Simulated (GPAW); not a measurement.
**Fitting the BLYP+D3(BJ) energy curve of BP**

It takes space group F-43m (No. 216, cubic). Conventional cell: a = 4.538 Å, b = 4.538 Å, c = 4.538 Å, α = 90.00°, β = 90.00°, γ = 90.00°. P (site symmetry -43m) is surrounded by 4 B at 1.97 Å. B (site symmetry -43m) is surrounded by 4 P at 1.97 Å.

The cell was scaled at fixed shape and fractions and run with GPAW, PAW data sets generated for this functional, cutoff 800 eV; BLYP+D3(BJ), k mesh 10 × 10 × 10 on the cell of 2 atoms, fermi-dirac occupations of 0.05 eV, no spin polarisation, no spin-orbit coupling. Energies are those that the program minimises, any entropy of the smearing included.

| V (Å³/atom) | energy over the lowest row (meV/atom) |
| --- | --- |
| 10.9807 | 11.07 |
| 11.2144 | 2.78 |
| 11.4480 | 0.00 |
| 11.6816 | ? |
| 11.9153 | 8.91 |
| 12.1489 | 19.76 |
| 12.3825 | 34.31 |

Q: Fit the third-order Birch-Murnaghan form, give V0, B0 and B′, and predict the energy left open.

A: With y = (V0/V)^(2/3), E = E0 + (9 V0 B0/16) [(y - 1)³ B′ + (y - 1)² (6 - 4y)]. Least squares through the rows shown give V0 = 11.4581 Å³/atom, E0 = -0.01 meV, B0 = 166.9 GPa (1 eV/Å³ = 160.218 GPa) and B′ = 3.76, with a largest miss of 0.01 meV. At V = 11.6816 the form with these constants gives 2.19 meV; the run gave 2.23 meV an atom. Measured volume: 11.68 Å³/atom at 297 K (a printed reference work), so the fit lies -1.9 % from it. The runs are for a static lattice.
